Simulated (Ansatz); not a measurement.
**Ga: frozen-core PAW against all-electron methods**

```
Ga
1.0
     2.25535   -3.82240    0.00000
     2.25535    3.82240    0.00000
     0.00000    0.00000    4.51670
Ga
4
Direct
  0.15250 0.84750 0.07850
  0.65250 0.34750 0.42150
  0.84750 0.15250 0.92150
  0.34750 0.65250 0.57850
```

Atoms are numbered in the order listed.

Conventional cell: a = 4.511 Å, b = 7.645 Å, c = 4.517 Å, α = 90.00°, β = 90.00°, γ = 90.00°. Around Ga (atom 1) lie 7 Ga at 2.44 to 2.79 Å.

The cell is COD entry 9008562, as deposited and not checked against the literature; nothing was relaxed.

All numbers are computed: DFT, PBE, PAW with Ansatz's default frozen-core files, scalar-relativistic (Ansatz 0.2.0); DFT, PBE, all-electron PAW with datasets made for the crystal, scalar-relativistic (Ansatz 0.2.0); DFT, PBE, all-electron LAPW, scalar-relativistic (Ansatz 0.2.0).

For PAW: a Γ-centred 11×11×9 k mesh, Fermi–Dirac smearing of 0.03 eV, cutoff 420 eV, no spin polarisation. The crystal-made all-electron datasets (AE datasets) take a cutoff of 320 eV at this cell. LAPW targets a basis error of 1 meV/atom. The Ansatz runs share mesh, smearing and spin set-up. Plane-wave (PAW) pressures include the program's estimate of the Pulay term.

Stress and pressure are positive in compression.

Levels count from the Fermi level.

| quantity | PAW | AE datasets | LAPW |
| --- | --- | --- | --- |
| pressure (GPa) | 2.31 | 2.32 | 2.33 |
| stress xx (GPa) | 1.44 | 1.46 | 1.46 |
| stress yy (GPa) | 4.08 | 4.08 | 4.08 |
| stress zz (GPa) | 1.41 | 1.43 | 1.43 |
| force on Ga1, y (eV/Å) | -0.448 | -0.447 | -0.447 |
| highest filled level at Z (eV) | -0.039 | -0.038 | -0.038 |
| lowest empty level at Z (eV) | 0.099 | 0.099 | 0.099 |
| highest filled level at E0 (eV) | -3.705 | -3.705 | -3.705 |
| lowest empty level at E0 (eV) | 4.104 | 4.105 | 4.105 |
| highest filled level at T (eV) | -0.903 | -0.902 | -0.902 |
| lowest empty level at T (eV) | 6.591 | 6.595 | 6.595 |
